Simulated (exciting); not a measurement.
Crystal: MgS (Niningerite).

```
CELL_PARAMETERS angstrom
0.00000 2.60165 2.60165
2.60165 0.00000 2.60165
2.60165 2.60165 0.00000
ATOMIC_POSITIONS crystal
S 0.51096 0.51584 0.48058
Mg 0.00084 0.97992 0.00165
```

The cell isn't the ideal one: atoms moved at random, drawn with an rms of 0.05 Å.

| Property | Result |
| --- | --- |
| Program | exciting (release sodium) |
| Task | relaxation of the atoms |
| Functional | LDA |
| Potentials or basis | all-electron LAPW+lo, shipped species files, valence relativity iora* |
| rgkmax | 7.5 |
| k mesh | 6 × 6 × 6 |
| Occupations | gaussian, width 0.05 eV |
| Spin | no spin polarisation |

At the start: volume 17.61 Å³/atom.

Problem. Where does the relaxation end?

Solution. Over 4 steps the energy falls by 10.9 meV/atom; space group Fm-3m (No. 225, to 0.05 Å).

The path:
| step | energy change (eV) | largest force (eV/Å) |
| --- | --- | --- |
| 1 | 0.0000 | 0.3469 |
| 2 | -0.0024 | 0.3252 |
| 3 | -0.0215 | 0.0375 |
| 4 | -0.0218 | 0.0040 |

Final structure:
```
S Mg
1.0
     0.00000    2.60165    2.60165
     2.60165    0.00000    2.60165
     2.60165    2.60165    0.00000
S Mg
1 1
Direct
  0.50612 0.49794 0.49096
  0.00568 0.99781 0.99126
```
